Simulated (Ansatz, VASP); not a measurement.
One calculation of SiO2 (Stishovite), two programs

```
CELL_PARAMETERS angstrom
4.18519 0.00000 0.00000
0.00000 4.18519 0.00000
0.00000 0.00000 2.66884
ATOMIC_POSITIONS crystal
Si 0.00000 0.00000 0.00000
Si 0.50000 0.50000 0.50000
O 0.30610 0.30610 0.00000
O 0.19390 0.80610 0.50000
O 0.69390 0.69390 0.00000
O 0.80610 0.19390 0.50000
```

Alike in both runs: task single point; functional r2SCAN; k mesh 6 × 6 × 8; no spin polarisation.

|  | VASP | Ansatz |
| --- | --- | --- |
| version | VASP 6.6.1 | Ansatz 0.2.0 |
| potentials or method | VASP PAW PBE potentials, release 64 (Si, O) | plane waves, PAW |
| plane-wave cutoff (eV) | 520 | 500 |
| occupations | gaussian, width 0.01 eV | fixed |
| valence electrons in the cell | 32 | 32 |

|  | VASP | Ansatz | Ansatz less VASP |
| --- | --- | --- | --- |
| gap on the k mesh at the Fermi level (eV) | 6.51 | 6.51 | +0.003 |
| pressure (GPa) | 0.4 | 0.0 | -0.39 |
| largest component of the traceless stress (GPa) | 0.60 | 0.00 | -0.598 |
| rms of the force components (eV/Å) | 0.010 | 0.000 | -0.0101 |

Atom by atom the forces differ by 0.010 eV/Å (rms over components).

Caveats: the PAW data sets were made with another functional, which shifts forces and pressure a little (VASP). A k mesh can miss the band edges.
